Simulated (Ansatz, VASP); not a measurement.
## One calculation of CdF4, two programs

The input INCAR:

```
PREC     = Accurate       # precision mode
ENCUT    = 520            # plane-wave cutoff, eV
EDIFF    = 1E-7           # SCF threshold, eV
ISMEAR   = 0              # smearing method
SIGMA    = 0.1            # smearing width, eV
LREAL    = F              # projectors in reciprocal space
LASPH    = T              # aspherical terms in the spheres
NELM     = 100            # most SCF steps
ALGO     = Normal         # electronic algorithm
ISIF     = 2              # what is computed and relaxed
LWAVE    = F              # write WAVECAR
LCHARG   = F              # write CHGCAR
GGA      = PE             # functional
NBANDS   = 28             # bands
```

The input KPOINTS:

```
Automatic mesh
0
Gamma
  10 10 10
```

POSCAR

```
CdF4
1.0
   -2.6174960868      2.6174960868      2.6174960868
    2.6174960868     -2.6174960868      2.6174960868
    2.6174960868      2.6174960868     -2.6174960868
Cd F
1 4
Direct
    0.0000000000      0.0000000000      0.0000000000
    0.5000000000      0.5000000000      0.5000000000
    0.0000000000      0.0000000000      0.5000000000
    0.0000000000      0.5000000000      0.0000000000
    0.5000000000      0.0000000000      0.0000000000
```

Input for Ansatz:

```yaml
crystal:
  lattice:
    - [-2.6174960868, 2.6174960868, 2.6174960868]
    - [2.6174960868, -2.6174960868, 2.6174960868]
    - [2.6174960868, 2.6174960868, -2.6174960868]
  atoms:
    - { symbol: Cd, position: [0.0, 0.0, 0.0] }
    - { symbol: F, position: [0.5, 0.5, 0.5] }
    - { symbol: F, position: [0.0, 0.0, 0.5] }
    - { symbol: F, position: [0.0, 0.5, 0.0] }
    - { symbol: F, position: [0.5, 0.0, 0.0] }
basis:
  ecutwfc: 420
kpoints:
  mp_grid: { grid: [10, 10, 10] }
  band_path:
    path:
      - [[0.0, 0.0, 0.0], [0.5, -0.5, 0.5], [0.0, 0.0, 0.5], [0.0, 0.0, 0.0], [0.25, 0.25, 0.25], [0.5, -0.5, 0.5]]
      - [[0.25, 0.25, 0.25], [0.0, 0.0, 0.5]]
    npoints: 14
hamiltonian:
  xc: pbe
scf:
  occupations: { method: gaussian, width: 0.1 }
  n_extra_bands: 12
output:
  forces: true
  stress: true
  eigenvalues: true
  populations: true
  dos: { projected: true, de: 0.02, nscf_kmesh: { grid: [15, 15, 15] } }
  bader: true
  write_density: true
  write_potential: true
  elf: true
  volumetric_format: npy
```

The cell was built by a generator and needn't be a form met in nature.

Alike in both runs: task single point; functional PBE; k mesh 10 × 10 × 10; occupations gaussian, width 0.1 eV; no spin polarisation.

|  | VASP | Ansatz |
| --- | --- | --- |
| version | VASP 6.6.1 | Ansatz 0.2.0 |
| potentials or method | VASP PAW PBE potentials, release 64 (Cd, F) | scalar-relativistic, plane waves, PAW |
| plane-wave cutoff (eV) | 520 | 420 |
| valence electrons in the cell | 40 | 48 |

```csv
,VASP,Ansatz,Ansatz less VASP
gap on the k mesh at the Fermi level (eV),none,none,-
pressure (GPa),0.4,0.0,-0.45
```

A gap of «none» marks a metal or a gap that the smearing closes. The two sets of potentials don't hold the same shells in valence.
